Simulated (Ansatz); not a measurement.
# Molecular dynamics of ZnInGaO4

Input:

```yaml
accuracy: low
crystal:
  lattice:
    - [-3.520922, -2.032805, 9.128944]
    - [3.520922, -2.032805, 9.128944]
    - [0.0, 4.06561, 9.128944]
  atoms:
    - { symbol: Zn, position: [0.28112081, 0.06111066, 0.31397559] }
    - { symbol: In, position: [0.09310004, -0.08581436, 0.0545161] }
    - { symbol: Ga, position: [0.76850501, 0.76011002, 0.79830889] }
    - { symbol: O, position: [0.38208373, 0.18109348, 0.29667232] }
    - { symbol: O, position: [0.72765616, 0.73239035, 0.67610307] }
    - { symbol: O, position: [0.15189734, 0.05838478, 0.13796588] }
    - { symbol: O, position: [0.9048443, 0.82532092, 0.85899583] }
    - { symbol: Zn, position: [0.72819238, 0.7768325, 0.17765733] }
    - { symbol: In, position: [0.49911332, 0.44378681, -0.00851728] }
    - { symbol: Ga, position: [0.31149792, 0.27167451, 0.79015672] }
    - { symbol: O, position: [0.95603346, 0.69709651, 0.2266206] }
    - { symbol: O, position: [0.17996211, 0.1852258, 0.74670066] }
    - { symbol: O, position: [0.68124089, 0.57968866, 0.10699688] }
    - { symbol: O, position: [0.37070832, 0.33290904, 0.89288637] }
    - { symbol: Zn, position: [0.73918723, 0.17192174, 0.72478374] }
    - { symbol: In, position: [0.55072427, -0.01814645, 0.49110856] }
    - { symbol: Ga, position: [0.30657842, 0.70654587, 0.33205438] }
    - { symbol: O, position: [0.78169472, 0.29180629, 0.78630821] }
    - { symbol: O, position: [0.25948033, 0.64501817, 0.22799106] }
    - { symbol: O, position: [0.59059691, 0.11759613, 0.63152843] }
    - { symbol: O, position: [0.41677711, 0.74726403, 0.40330579] }
    - { symbol: Zn, position: [0.17406041, 0.64264913, 0.83122583] }
    - { symbol: In, position: [-0.00013827, 0.47853817, 0.51726551] }
    - { symbol: Ga, position: [0.82064123, 0.22456812, 0.30564397] }
    - { symbol: O, position: [0.31984315, 0.74390823, 0.83128725] }
    - { symbol: O, position: [0.79080718, 0.07214893, 0.2799691] }
    - { symbol: O, position: [0.11267785, 0.59327629, 0.654569] }
    - { symbol: O, position: [0.88687916, 0.27919011, 0.38605792] }
basis:
  ecutwfc: 420.0
kpoints:
  mp_grid: { grid: [2, 2, 2] }
hamiltonian:
  xc: pbe
  pseudopotentials: { kind: paw, azcp: { folder: soft_1 } }
scf:
  occupations: { method: fermi_dirac, width: 0.17 }
  lower_state_search: "off"
md:
  timestep: 1
  n_steps: 369
  ensemble: nvt_langevin
  temperature: 1600.0
  initial_velocities: maxwell_boltzmann
  seed: 885352
  friction: 0.02
  temperature_schedule:
    - { n_steps: 277, end_temperature: 300.0 }
    - { n_steps: 92, end_temperature: 300.0 }
```

Command:

```bash
$ ansatz run input.yaml --threads 4 --pin off --max-ram 10240MiB --backend cpu --events-out ev --progress --plain --runs-dir out
```

It goes on from the last frame of an earlier run, with new velocities.

Output, in part (step lines):

```
md step     0: t =     0.00 fs  T =  1542.9 K (target 1600.0 K)  F+E_penalty+E_count = -59874.58088524 eV  E_kin = 5.584032 eV  (12 SCF iters)
md step     1: t =     1.00 fs  T =  1577.8 K (target 1597.7 K)  F+E_penalty+E_count = -59874.48999170 eV  E_kin = 5.710504 eV  (8 SCF iters)
md step     2: t =     2.00 fs  T =  1470.4 K (target 1593.0 K)  F+E_penalty+E_count = -59874.43282668 eV  E_kin = 5.321874 eV  (8 SCF iters)
md step     3: t =     3.00 fs  T =  1411.9 K (target 1588.3 K)  F+E_penalty+E_count = -59874.41664222 eV  E_kin = 5.110145 eV  (8 SCF iters)
md step     4: t =     4.00 fs  T =  1362.6 K (target 1583.6 K)  F+E_penalty+E_count = -59874.43549188 eV  E_kin = 4.931747 eV  (8 SCF iters)
md step     5: t =     5.00 fs  T =  1450.3 K (target 1578.9 K)  F+E_penalty+E_count = -59874.49980225 eV  E_kin = 5.249056 eV  (6 SCF iters)
md step     6: t =     6.00 fs  T =  1454.4 K (target 1574.2 K)  F+E_penalty+E_count = -59874.60744407 eV  E_kin = 5.263939 eV  (6 SCF iters)
md step     7: t =     7.00 fs  T =  1517.3 K (target 1569.5 K)  F+E_penalty+E_count = -59874.74270371 eV  E_kin = 5.491708 eV  (6 SCF iters)
[... lines left out ...]
md step   369: t =   369.00 fs  T =   357.5 K (target 300.0 K)  F+E_penalty+E_count = -59880.73439301 eV  E_kin = 1.294008 eV  (7 SCF iters)
```

The steps, from the saved trajectory:

| time (fs) | T (K) | potential energy less start (eV) |
| --- | --- | --- |
| 0 | 1543 | 0.000 |
| 12 | 1828 | -0.883 |
| 24 | 1499 | -0.769 |
| 36 | 1249 | -0.585 |
| 48 | 1373 | -1.364 |
| 60 | 1281 | -1.380 |
| 72 | 1254 | -0.533 |
| 84 | 1487 | -1.651 |
| 96 | 1184 | -0.900 |
| 108 | 1064 | -0.820 |
| 120 | 1195 | -1.192 |
| 132 | 928 | -1.109 |
| 144 | 1045 | -1.615 |
| 156 | 1180 | -2.144 |
| 168 | 1230 | -3.192 |
| 180 | 1206 | -3.118 |
| 192 | 934 | -3.216 |
| 204 | 1053 | -3.442 |
| 216 | 1211 | -3.621 |
| 228 | 1024 | -4.043 |
| 240 | 810 | -4.229 |
| 252 | 715 | -4.440 |
| 264 | 588 | -4.530 |
| 276 | 578 | -5.026 |
| 288 | 438 | -5.053 |
| 300 | 480 | -5.322 |
| 312 | 475 | -5.705 |
| 324 | 415 | -5.798 |
| 336 | 284 | -5.841 |
| 348 | 318 | -5.988 |
| 360 | 317 | -6.048 |

All steps were run. The schedule's set-point averaged 409 K over the second half and the system 642 K, so it lags behind the ramp. A run of 0.37 ps of so small a system gives no equilibrium averages. Limits of this set-up: coarse k mesh, low accuracy level.

Mean squared displacements from the first frame to the last, about the centre of mass: Zn 0.43 Å², In 0.30 Å², Ga 0.07 Å², O 0.15 Å².

Last frame:

```xyz
28
Lattice="-3.5209 -2.0328 9.1289 3.5209 -2.0328 9.1289 0.0000 4.0656 9.1289" Properties=species:S:1:pos:R:3
Zn -0.159 0.271 5.823
In -0.462 0.155 -0.093
Ga -0.279 0.462 21.464
O -0.397 0.266 8.097
O -0.315 0.298 19.411
O -0.252 0.396 3.152
O -0.277 0.304 23.548
Zn -0.269 -1.706 14.975
In -0.414 -1.745 9.265
Ga -0.327 2.415 12.218
O -0.332 -1.638 17.116
O -0.354 2.357 10.227
O -0.401 -1.634 12.372
O -0.366 2.491 14.498
Zn -2.068 1.438 15.039
In -2.130 1.272 9.156
Ga 1.458 -0.592 12.265
O -2.127 1.287 17.040
O 1.397 -0.709 10.308
O -2.022 1.498 12.335
O 1.392 -0.676 14.301
Zn 1.375 1.258 14.905
In 1.473 1.346 9.095
Ga -2.027 -0.600 12.341
O 1.331 1.285 17.171
O -2.045 -0.607 10.369
O 1.425 1.328 12.443
O -2.157 -0.608 14.435
```

Run time: 41 min on 4 threads of Arm Neoverse V1, with other jobs on the host, peak memory 1.9 GiB.
